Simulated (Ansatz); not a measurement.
# MoS2 (R3m): one cell under locks on the spin (series 3), part 3 of 3

What does it cost to force the spins of MoS2 (R3m) into other sizes and orders? Cell and atoms stay fixed.

Ansatz 0.2.0; DFT LDA+U (U_eff = 3 eV on Mo d), plane waves, PAW. The steps go on from the part before.

## Step 5: No spin polarisation

File input.yaml:

```yaml
crystal:
  lattice:
    - [1.58149989, -0.91307939, 12.24665642]
    - [-1.58149989, -0.91307939, 12.24665642]
    - [0.0, -3.65231756, 12.24665642]
  atoms:
    - { symbol: Mo, position: [0.0, 0.0, 0.0] }
    - { symbol: S, position: [0.7484, 0.7484, 0.6258] }
    - { symbol: S, position: [0.5849, 0.5849, 0.70755] }
    - { symbol: Mo, position: [0.0, 0.0, 0.5] }
    - { symbol: S, position: [0.7484, 0.7484, 0.1258] }
    - { symbol: S, position: [0.5849, 0.5849, 0.20755] }
basis:
  ecutwfc: 420
  ecutrho_ratio: 4
kpoints:
  mp_grid: { grid: [7, 7, 7] }
hamiltonian:
  xc: lda
  hubbard:
    sites: [{ site: 0, l: d, u_eff: 3.0 }, { site: 3, l: d, u_eff: 3.0 }]
scf:
  occupations: { method: gaussian, width: 0.05 }
  lower_state_search: "off"
  max_iter: 150
output:
  forces: true
  stress: true
  eigenvalues: true
  populations: true
  hubbard: { sites: [{ site: 0, l: d }, { site: 3, l: d }] }
```

The run is started by

```console
ansatz run input.yaml --threads 4 --pin off --max-ram 6144MiB --backend cpu --events-out ev --progress --plain --runs-dir out
```

The log of the run, cut to the lines that bear on the results:

```text
Warning: RAYON_NUM_THREADS=4 ignored (pool sized by the plan → 4); use --threads N
[...]
Mo: projections on atomic orbitals take those of the free atom [Ar 3d10] 4s2 4p6 4d5 5s1, of charge +0.00 (hamiltonian.pseudopotentials.projection_atoms); the dataset's partial waves leave at most 6.0e-6 of an orbital's norm unspanned inside its sphere
[...]
--- Occupation matrices: 2 shells (run DFT+U table (all-electron-ortho-atomic); ε = 6.30e-3) ---
  Mo0 d_4D: site group C3v (3m)
  Mo0 d_4D -      Tr n = 2.6220  λ = 0.475 0.475 0.534 0.534 0.603  [2× xz 0.50 E(1.00) | 2× x2-y2 0.50 E(1.00) | z2 1.00 A1(1.00)]
  Mo3 d_4D: site group C3v (3m)
  Mo3 d_4D -      Tr n = 2.6220  λ = 0.475 0.475 0.534 0.534 0.603  [2× xz 0.50 E(1.00) | 2× x2-y2 0.50 E(1.00) | z2 1.00 A1(1.00)]
  Tr n, λ and their labels are of the run-group-symmetrised matrices; stabiliser: 24 of 24 elements of G0×{1,Θ} (closed), max defect 1.5e-15 at τ = 1.3e-3
```

Wall time 4.1 s (4 threads of Arm Neoverse V2, shared host); peak memory 0.49 GiB.

Result: a gap on the mesh of 0.84 eV, pressure 1.3 GPa, no moment over 0.05 μB in any sphere, largest force component 0.81 eV/Å, 12 symmetry operations imposed.

The shells' filling, with natural orbitals sorted by occupation:

```csv
shell,channel,electrons,over 0.8,0.2 to 0.8,under 0.2
Mo 4d (atom 1),each spin,2.62,0,5,0
```

## Step 6: All runs side by side

The summary covers parts 1 to 3.

Energies count from the lowest free state and have the smearing extrapolated to zero; for held moments they are taken at the target, with the constraint's term.

| start | energy (meV/atom) | gap (eV) | pressure (GPa) | largest moment (μB) | SCF cycles | time |
| --- | --- | --- | --- | --- | --- | --- |
| antiferromagnetic start, free (earlier series) | 0.0 | 0.84 | 1.3 | 0.00 | 21 | 24 s |
| ferromagnetic start, free, default search | 0.0 | 0.84 | 1.3 | 0.00 | 15 | 13 s |
| total moment held at first, then free, 2.00 μB per cell | 0.0 | 0.84 | 1.3 | 0.00 | 25 | 16 s |
| no spin polarisation | 0.0 | 0.84 | 1.3 | 0.00 | 8 | 4.1 s |
| site moments held (series factor 0.95; the input gives the size) [held] | 728.7 | metal | 20.1 | 1.90 | 43 | 75 s |

The 3 free runs end within about 1 meV/atom of each other. The run with the program's default settings reaches the lowest one found. Spin polarisation gains nothing here. The cheapest of the held states, «site moments held (series factor 0.95; the input gives the size)», lies +729 meV/atom from the lowest free state; part of that can come from another filling of the orbitals. The lowest state found need not be the ground state, and the geometry wasn't relaxed for any of them.
